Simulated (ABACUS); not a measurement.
The system is FeO (Wuestite).

```
Fe O
1.0
     1.51882    0.87689    2.51958
    -1.51882    0.87689    2.51958
     0.00000   -1.75378    2.51958
Fe O
1 1
Direct
  0.00000 0.00000 0.00000
  0.50000 0.50000 0.50000
```

- Program: ABACUS 3.10.1
- Task: single point
- Functional: PBEsol
- Potentials or basis: PseudoDojo NC SR 0.4.1 PBEsol standard
- Cutoff: 1225 eV
- Density cutoff: 4898 eV
- Basis: plane waves
- k mesh: 11 × 11 × 11
- Occupations: fermi-dirac, width 0.05 eV
- Spin: collinear spin, ferromagnetic start
- Starting moments: [3.0, 0.0] μB

On this cell: pressure -10.1 GPa; largest force under 0.003 eV/Å; net moment 4.00 μB per cell; band gap on the k mesh none (metal or under the smearing width).

The same run follows on a disturbed copy (atoms moved at random, drawn with an rms of 0.05 Å):

```
Fe O
1.0
     1.51882    0.87689    2.51958
    -1.51882    0.87689    2.51958
     0.00000   -1.75378    2.51958
Fe O
1 1
Direct
  0.00349 0.00059 0.00193
  0.48174 0.51863 0.48149
```

Question: What changes?

Answer: The energy (extrapolated to zero smearing) moves by +5.1 meV/atom; pressure -9.4 GPa; largest force 0.238 eV/Å; net moment 4.00 μB per cell; band gap on the k mesh none (metal or under the smearing width).

Forces in eV/Å, atoms in the order of the input:
```
Fe  -0.154  0.084 -0.162
O    0.154 -0.084  0.162
```

Stress tensor (GPa, compression positive):
```
 -8.72  -0.65   0.86
 -0.65  -9.44  -0.50
  0.86  -0.50 -10.18
```

Caveats: a cell with one magnetic atom can't hold antiferromagnetic order, which such compounds often take; semilocal functionals often make such compounds metallic where correlation or magnetic order opens a gap, which also shifts bond lengths.
